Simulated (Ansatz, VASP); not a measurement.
**One calculation of CdTe, two programs**

File INCAR:

```
PREC = Accurate
ENCUT = 600
EDIFF = 1E-6
ISMEAR = -1
SIGMA = 0.05
LREAL = False
LASPH = True
NELM = 100
ALGO = Normal
ISIF = 3
LWAVE = False
LCHARG = False
GGA = PS
IVDW = 13
IBRION = 2
NSW = 60
EDIFFG = -0.01
```

The input KPOINTS:

```
regular mesh
0
Gamma
  7 7 7
```

File POSCAR:

```
CdTe
1.0
    0.0000000000      3.2050000000      3.2050000000
    3.2050000000      0.0000000000      3.2050000000
    3.2050000000      3.2050000000      0.0000000000
Te Cd
1 1
Direct
    0.7500000000      0.7500000000      0.7500000000
    0.0000000000      0.0000000000      0.0000000000
```

The input input.yaml:

```yaml
crystal:
  lattice:
    - [0.0, 3.205, 3.205]
    - [3.205, 0.0, 3.205]
    - [3.205, 3.205, 0.0]
  atoms:
    - { symbol: Te, position: [0.75, 0.75, 0.75] }
    - { symbol: Cd, position: [0.0, 0.0, 0.0] }
hamiltonian:
  xc: pbesol
  pseudopotentials: { kind: paw }
  dispersion: d4
kpoints:
  mp_grid: { grid: [7, 7, 7] }
scf:
  occupations: { method: fermi_dirac, width: 0.05 }
output:
  forces: true
  stress: true
relax:
  f_tol: 0.01
  max_steps: 40
  cell: { stress_tol: 0.05 }
```

Alike in both runs: task relaxation of cell and atoms; functional PBEsol; dispersion D4; k mesh 7 × 7 × 7; occupations fermi-dirac, width 0.05 eV; no spin polarisation.

|  | VASP | Ansatz |
| --- | --- | --- |
| version | VASP 6.6.1 | Ansatz 0.2.0 |
| potentials or method | VASP PAW PBE potentials, release 64 (Te, Cd) | Ansatz PAW |
| plane-wave cutoff (eV) | 600 | 420 |
| valence electrons in the cell | 18 | 36 |

Ansatz gave:

| Item | Value |
| --- | --- |
| relaxed volume (Å³/atom) | 33.40 |
| relaxed cell length with the largest relative difference (Å) | 4.554 |
| energy change over the relaxation (meV/atom) | -1 |

Question: What did VASP give for the same quantities?

Answer: Relaxed volume (Å³/atom): 33.49; relaxed cell length with the largest relative difference (Å): 4.558; energy change over the relaxation (meV/atom): -1.

The two sets of potentials don't hold the same shells in valence.

Caveats: spin-orbit coupling is left out, which moves the levels of the heavy elements; the PAW data sets were made with another functional, which shifts forces and pressure a little (VASP); odd divisions of the mesh miss points on the zone boundary, where band edges often lie, so the gap on the mesh can be too wide (Ansatz); the plane-wave basis is chosen anew once the cell has moved, so the energies of steps on either side of that aren't comparable (Ansatz); the PAW data sets come from PBE, with cores solved anew for the run's functional, which leaves a small shift of forces and pressure (Ansatz). Zero-point motion and thermal expansion aren't in these numbers. PBEsol gaps usually lie below the measured ones, often by a third to a half.
